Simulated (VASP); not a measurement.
Crystal: MgO.

```
CELL_PARAMETERS angstrom
2.93802 0.00000 0.00000
-1.46901 2.54440 0.00000
0.00000 0.00000 2.67968
ATOMIC_POSITIONS crystal
Mg 0.00000 0.00000 0.00000
O 0.33333 0.66667 0.50000
```

Measurements of this composition are mostly on another form, of space group No. 225.

```yaml
Program: VASP 6.6.1
Task: single point
Functional: PBE
Potentials_or_basis: VASP PAW PBE potentials, release 64 (Mg, O)
Cutoff: 520 eV
k_mesh: 10 × 10 × 10
Occupations: fermi-dirac, width 0.05 eV
Spin: no spin polarisation
```

On this cell: pressure -0.7 GPa; largest force under 0.003 eV/Å; band gap on the k mesh 3.01 eV, indirect (least direct gap 3.40 eV).

The same run follows on a disturbed copy (atoms moved at random, drawn with an rms of 0.05 Å):

```
CELL_PARAMETERS angstrom
2.93802 0.00000 0.00000
-1.46901 2.54440 0.00000
0.00000 0.00000 2.67968
ATOMIC_POSITIONS crystal
Mg 0.00894 0.00303 0.00281
O 0.34020 0.65774 0.50280
```

Task: What does the disturbed cell give?

Result: The energy moves by +0.9 meV/atom; pressure -0.6 GPa; largest force 0.115 eV/Å; band gap on the k mesh 3.00 eV, indirect (least direct gap 3.40 eV).

Forces in eV/Å, atoms in the order of the input:
```
Mg   0.035 -0.110  0.000
O   -0.035  0.110  0.000
```

A k mesh can miss the band edges.
